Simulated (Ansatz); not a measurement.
## Band structure of TaC

```yaml
crystal:
  lattice:
    - [0.00000, 2.23785, 2.23785]
    - [2.23785, 0.00000, 2.23785]
    - [2.23785, 2.23785, 0.00000]
  atoms:
    - { symbol: Ta, position: [0.00000, 0.00000, 0.00000] }
    - { symbol: C, position: [0.50000, 0.50000, 0.50000] }
```

Atoms are numbered in the order listed.

The structure comes from a relaxation in the same program, started in the rocksalt type, and has space group Fm-3m. Whether it is a known phase or the ground state wasn't checked.

Spin polarisation is left out, and whether a magnetic state lies lower isn't shown here.

No spin–orbit coupling, which matters for the heavy atoms here.

Method: Ansatz 0.2.0, DFT, PBE, all-electron LAPW, scalar-relativistic.

Numerical set-up: a Γ-centred 14×14×14 k mesh, Fermi–Dirac smearing of 0.03 eV, basis error target 0.25 meV/atom, no spin polarisation.

Points in fractions of the reciprocal vectors of this cell: Γ (0, 0, 0), X (0.5, 0, 0.5), U (0.625, 0.25, 0.625), K (0.375, 0.375, 0.75), L (0.5, 0.5, 0.5), W (0.5, 0.25, 0.75). The path joins them by straight lines in the order Γ–X–U–K–Γ–L–W–X; legs that retrace an earlier one aren't tabulated. Energies are in eV from the Fermi level.

**Question.** Is there a gap?

**Answer.** none: with an odd electron count and no spin polarisation the bands can't all be full, a metal in this set-up (spin order or a larger cell could open a gap).

**Question.** List the levels between -20 and 0.5 eV at the symmetry points.

**Answer.** 
Γ: -14.80, -1.39 (×3), -0.58 (×3)
X: -12.72, -4.71, -4.55, -1.86 (×2)
U: -11.95, -5.93, -4.96, -3.89, -0.69
K: -11.95, -5.93, -4.96, -3.89, -0.69
L: -10.44, -8.73, -5.50 (×2)
W: -11.84, -5.32, -5.04 (×2)
